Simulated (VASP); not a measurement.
Runs of VASP 6.6.1 on SiNi3. Symmetry: Pm-3m, No. 221, cubic system. The conventional cell has a = 3.551 Å, b = 3.551 Å, c = 3.551 Å, α = 90.00°, β = 90.00°, γ = 90.00°. Si (site symmetry m-3m) is surrounded by 12 Ni at 2.51 Å. Ni (site symmetry 4/mmm) is surrounded by 4 Si at 2.51 Å and 8 Ni at 2.51 Å. 

| task | cell | k mesh | cutoff (eV) | gap on the mesh (eV) | pressure (GPa) | relaxed volume (Å³/atom) |
| --- | --- | --- | --- | --- | --- | --- |
| relaxation of cell and atoms | relaxed | 6 × 6 × 6 | 600 | none | -0.2 | 10.38 |
| single point | Pm-3m, 10.37 Å³/atom | 12 × 12 × 12 | 520 | none | 0.1 | - |
| single point | Pm-3m, 10.37 Å³/atom | 6 × 6 × 6 | 520 | none | 0.1 | - |
| relaxation of cell and atoms | relaxed | 12 × 12 × 12 | 600 | none | 0.0 | (a) |

Alike in all rows: level PBEsol; potentials or basis VASP PAW PBE potentials, release 64 (Si, Ni); no spin polarisation; smearing gaussian 0.1 eV.

**Question.** Fill in the values left out.

**Answer.** (a) 10.37.

Caveats: the PAW data sets were made with another functional, which shifts forces and pressure a little.

A gap of «none» marks a metal or a gap under the smearing width.
